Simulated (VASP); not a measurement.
# Settings for Al: self-consistent run

Al, I4/mmm (no. 139), 1 atom in the cell. PBE; PAW potentials Al (PBE set). VASP 6.6.1.

Wanted: energy within 2 meV/atom.

What the run is for: energy; Accuracy asked: standard.

POSCAR:
```
Al
1.0
   -1.5912186900      1.5912186900      1.6150869704
    1.5912186900     -1.5912186900      1.6150869704
    1.5912186900      1.5912186900     -1.6150869704
Al
1
Direct
    0.0000000000      0.0000000000      0.0000000000
```

The series start from Plane-wave cutoff (eV): 310; Smearing width (eV): 0.1; k-point mesh: 16 × 16 × 16; Precision mode (PREC): Accurate; Electronic threshold (eV): 1e-6; Bands in all (NBANDS): 11; Aspherical gradient terms in the spheres (LASPH): yes; Electronic algorithm: ALGO=Normal; Support grid and gradient cutoff: ADDGRID=False GGA_COMPAT=False; Density mixing: defaults. Each series keeps the choices made before it, and each single choice may use up half of a tolerance.

## Plane-wave cutoff (eV)

| Plane-wave cutoff (eV) | Energy less reference (meV/atom) | SCF iterations | Time (s) |
|---|---|---|---|
| 190 | 19.8 | 10 | 6.3 |
| 240 | 10.3 | 10 | 8.9 |
| 280 | 6.3 | 10 | 11 |
| 310 | 3.0 | 10 | 12 |
| 360 | 1.2 | 10 | 17 |
| 420 | 0.2 | 10 | 22 |
| 500 | 0.1 | 10 | 21 |
| 620 (reference) | 0.0 | 10 | 30 |

Chosen: 420, the loosest value from which every tighter one stays within half of the tolerance.

## Smearing width (eV)

| Smearing width (eV) | Energy less reference (meV/atom) | SCF iterations | Time (s) |
|---|---|---|---|
| 0.4 | -0.4 | 10 | 19 |
| 0.3 | 0.2 | 10 | 19 |
| 0.2 | 0.3 | 10 | 19 |
| 0.15 | 0.2 | 10 | 19 |
| 0.1 | 0.1 | 10 | 22 |
| 0.05 (reference) | 0.0 | 10 | 19 |

Chosen: 0.4.

## k-point mesh

| k-point mesh | Energy less reference (meV/atom) | SCF iterations | Time (s) |
|---|---|---|---|
| 5 × 5 × 5 | -13.1 | 9 | 1.7 |
| 7 × 7 × 7 | 19.3 | 10 | 3.1 |
| 8 × 8 × 8 | 37.1 | 10 | 4.2 |
| 10 × 10 × 10 | -13.1 | 9 | 6.4 |
| 13 × 13 × 13 | -1.4 | 10 | 12 |
| 16 × 16 × 16 | 4.6 | 10 | 19 |
| 19 × 19 × 19 | -0.2 | 10 | 34 |
| 23 × 23 × 23 (reference) | 0.0 | 10 | 57 |

Chosen: 19 × 19 × 19.

## Precision mode (PREC)

| Precision mode (PREC) | Energy less reference (meV/atom) | SCF iterations | Time (s) |
|---|---|---|---|
| SingleN | -1.9 | 10 | 16 |
| Normal | 0.0 | 10 | 16 |
| Single | -0.1 | 10 | 33 |
| Accurate (reference) | 0.0 | 10 | 34 |

Chosen: Normal.

## Electronic threshold (eV)

| Electronic threshold (eV) | Energy less reference (meV/atom) | SCF iterations | Time (s) |
|---|---|---|---|
| 0.001 | 0.0 | 8 | 12 |
| 0.0001 | 0.0 | 8 | 13 |
| 1e-5 | 0.0 | 8 | 13 |
| 1e-6 | 0.0 | 10 | 16 |
| 1e-7 | 0.0 | 11 | 18 |
| 1e-8 (reference) | 0.0 | 13 | 20 |

Chosen: 0.001.

## Bands in all (NBANDS)

| Bands in all (NBANDS) | Energy less reference (meV/atom) | SCF iterations | Time (s) |
|---|---|---|---|
| 3 | 0.0 | 8 | 3.5 |
| 4 | 0.0 | 8 | 4.7 |
| 6 | 0.0 | 8 | 6.7 |
| 8 | 0.0 | 8 | 9.1 |
| 11 | 0.0 | 8 | 12 |
| 20 (reference) | 0.0 | 8 | 24 |

Chosen: 3.

## Aspherical gradient terms in the spheres (LASPH)

| Aspherical gradient terms in the spheres (LASPH) | Energy less reference (meV/atom) | SCF iterations | Time (s) |
|---|---|---|---|
| yes | 0.0 | 8 | 3.5 |
| no | 0.0 | 8 | 3.4 |

Chosen: yes; no other choice that stays within half of the tolerance saves 30 % of the time.

## Electronic algorithm

| Electronic algorithm | Energy less reference (meV/atom) | SCF iterations | Time (s) |
|---|---|---|---|
| ALGO=Normal | 0.0 | 8 | 3.5 |
| ALGO=Fast | 0.0 | 8 | 3.6 |
| ALGO=VeryFast | 0.0 | 15 | 5.3 |
| ALGO=All ISEARCH=1 | 0.0 | 8 | 3.8 |
| ALGO=All ISEARCH=0 | 0.0 | 8 | 4.0 |
| ALGO=Damped TIME=0.4 | 0.2 | 15 | 6.3 |
| ALGO=Damped TIME=0.1 | 1.5 | 22 | 8.1 |

Chosen: ALGO=Normal.

## Support grid and gradient cutoff

| Support grid and gradient cutoff | Energy less reference (meV/atom) | SCF iterations | Time (s) |
|---|---|---|---|
| ADDGRID=False GGA_COMPAT=False | 0.0 | 8 | 3.5 |
| ADDGRID=True GGA_COMPAT=False | 0.0 | 8 | 3.7 |
| ADDGRID=False GGA_COMPAT=True | 0.0 | 8 | 3.6 |

Chosen: ADDGRID=False GGA_COMPAT=False.

## Density mixing

| Density mixing | Energy less reference (meV/atom) | SCF iterations | Time (s) |
|---|---|---|---|
| defaults | 0.0 | 8 | 3.5 |
| AMIX=0.8 | 0.0 | 8 | 3.6 |
| INIMIX=0 | 0.0 | 8 | 3.6 |
| AMIX=0.4 AMIN=0.6 IMIX=2 | -0.1 | 11 | 4.5 |
| AMIN=0.01 | 0.0 | 8 | 4.4 |
| MIXPRE=0 | 0.0 | 8 | 4.2 |
| MIXPRE=2 | 0.0 | 8 | 4.0 |

Chosen: defaults.

## All choices together

| Input | Energy less reference (meV/atom) | Time (s) |
|---|---|---|
| the program's defaults (naive) | -41.4 | 0.7 |
| chosen settings | 0.2 | 3.5 |
| reference settings throughout | 0.0 | 222 |

The tolerance is met.

## The input

INCAR:
```
GGA = PE
ISMEAR = 1
SIGMA = 0.4
LWAVE = F
LCHARG = F
ISIF = 2
PREC = Normal
LASPH = T
LREAL = F
ALGO = Normal
EDIFF = 0.001
NELM = 120
GGA_COMPAT = F
ENCUT = 420
NBANDS = 3
ADDGRID = F
```

KPOINTS:
```
Automatic mesh
0
Gamma
  19 19 19
  0 0 0
```

Commands:
```
cat potpaw_PBE.64/Al/POTCAR > POTCAR
mpirun -np 1 vasp_std > vasp.out
```

The chosen input took VASP 6.6.1 3.5 s on 1 core (AMD EPYC 9R45 (Zen 5)), a shared host.

## An input that fails: damping step far too long

The electronic loop stops at its limit of 59 steps.

Changes against the starting input:
```
- ALGO = Normal
- NELM = 120
+ ALGO = Damped
+ NELM = 59
+ TIME = 2.0
```
